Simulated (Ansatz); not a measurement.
# Ge: the cost of one run

Computed with Ansatz 0.2.0 (DFT PBE, scalar-relativistic, plane waves, PAW, unless a step's input says otherwise).

## 1. Starting point

The structure is orthorhombic, space group Cmcm (No. 63). Conventional cell: a = 6.046 Å, b = 12.604 Å, c = 4.064 Å, α = 90.00°, β = 90.00°, γ = 90.00°. Ge (site symmetry m) has 4 Ge at 2.50 to 2.51 Å as nearest neighbours. Ge (site symmetry m2m) has 4 Ge at 2.47 to 2.50 Å as nearest neighbours.

Coordinates:

```cif
data_structure
_symmetry_space_group_name_H-M 'Cmcm'
_symmetry_Int_Tables_number 63
_cell_length_a 6.0456
_cell_length_b 12.6043
_cell_length_c 4.0644
_cell_angle_alpha 90.000
_cell_angle_beta 90.000
_cell_angle_gamma 90.000
_cell_volume 309.71
loop_
_atom_site_label
_atom_site_type_symbol
_atom_site_symmetry_multiplicity
_atom_site_Wyckoff_symbol
_atom_site_fract_x
_atom_site_fract_y
_atom_site_fract_z
_atom_site_occupancy
Ge1 Ge 8 g 0.20656 0.19533 0.75000 1
Ge2 Ge 4 c 0.50000 0.05561 0.75000 1
```

The cell was relaxed beforehand at this level, from a generated guess; it needn't be the stable form of this composition. At a tolerance of 0.05 Å it has space group Cmcm (No. 63); it has 25.81 Å³/atom, an uncorrected energy of +0.08 eV/atom over the standard state and, on its mesh, gap none (metal).

## 2. Volume × 0.97

input.yaml

```yaml
crystal:
  lattice:
    - [2.9922762598, -6.2384811323, 0.0]
    - [2.9922762598, 6.2384811323, 0.0]
    - [0.0, 0.0, 4.0232978051]
  atoms:
    - { symbol: Ge, position: [0.011228, 0.401893, 0.25] }
    - { symbol: Ge, position: [0.401893, 0.011228, 0.75] }
    - { symbol: Ge, position: [0.598107, 0.988772, 0.25] }
    - { symbol: Ge, position: [0.988772, 0.598107, 0.75] }
    - { symbol: Ge, position: [0.444394, 0.555606, 0.25] }
    - { symbol: Ge, position: [0.555606, 0.444394, 0.75] }
basis:
  ecutwfc: 420
kpoints:
  mp_grid: { grid: [8, 8, 10] }
hamiltonian:
  xc: pbe
scf:
  occupations: { method: gaussian, width: 0.1 }
output:
  forces: true
  stress: true
  eigenvalues: true
  write_density: true
  write_potential: true
  elf: true
  volumetric_format: npy
relax:
  adjacent_minimum: "off"
  f_tol: 0.01
  max_steps: 30
  cell: { stress_tol: 0.1, fix: [volume] }
```

The run is started by

```console
$ ansatz run input.yaml --threads 4 --pin off --max-ram 8192MiB --backend cpu --events-out ev --progress --plain --runs-dir out
```

What time and memory should one allow on 4 threads of Arm Neoverse V2, shared host?

About 54 s, with a peak of 0.97 GiB.
